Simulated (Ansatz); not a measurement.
Input of an Ansatz 0.2.0 run:

Contents of input.yaml:

```yaml
crystal:
  lattice:
    - [3.74, 0.0, 0.0]
    - [0.0, 3.74, 0.0]
    - [0.0, 0.0, 3.74]
  atoms:
    - { symbol: Au, position: [0.0, 0.0, 0.0] }
    - { symbol: Cu, position: [0.5, 0.5, 0.0] }
    - { symbol: Cu, position: [0.5, 0.0, 0.5] }
    - { symbol: Cu, position: [0.0, 0.5, 0.5] }
hamiltonian:
  xc: rpbe
  pseudopotentials: { kind: paw }
kpoints:
  mp_grid: { grid: [7, 7, 7] }
  band_path:
    path:
      - [[0.0, 0.0, 0.0], [0.0, 0.5, 0.0], [0.5, 0.5, 0.0], [0.0, 0.0, 0.0], [0.5, 0.5, 0.5], [0.0, 0.5, 0.0]]
      - [[0.5, 0.5, 0.0], [0.5, 0.5, 0.5]]
    npoints: 14
scf:
  occupations: { method: fermi_dirac, width: 0.05 }
  n_extra_bands: 10
output:
  forces: true
  stress: true
  eigenvalues: true
  fatbands: false
```

Potentials or basis: Ansatz PAW.

Launch:

```console
$ ansatz run input.yaml --threads 2 --pin off --max-ram 5632MiB --backend cpu --events-out ev --progress --plain --runs-dir out
```

Question: What does it give for the pressure?

Answer: 9.6 GPa.

Question: Estimate the band gap on the k mesh.

Answer: None (metal or under the smearing width).

Levels at the corners of the path, in eV from the Fermi level:
| point | band 36 | band 37 | band 38 | band 39 | band 40 | band 41 |
| --- | --- | --- | --- | --- | --- | --- |
| Γ | -1.32 | -1.32 | 1.29 | 1.29 | 1.29 | 6.10 |
| X | -1.85 | -1.45 | -1.32 | 5.87 | 5.87 | 6.64 |
| M | -2.08 | -0.44 | -0.44 | -0.34 | 0.40 | 8.64 |
| Γ | -1.32 | -1.32 | 1.29 | 1.29 | 1.29 | 6.10 |
| R | -1.53 | -1.09 | -1.05 | -1.05 | -1.05 | 2.58 |
| X | -1.85 | -1.45 | -1.32 | 5.87 | 5.87 | 6.64 |
| M | -2.08 | -0.44 | -0.44 | -0.34 | 0.40 | 8.64 |
| R | -1.53 | -1.09 | -1.05 | -1.05 | -1.05 | 2.58 |

Caveat: spin-orbit coupling is left out, which moves the levels of the heavy elements; the PAW data sets come from PBE, with cores solved anew for the run's functional, which leaves a small shift of forces and pressure.
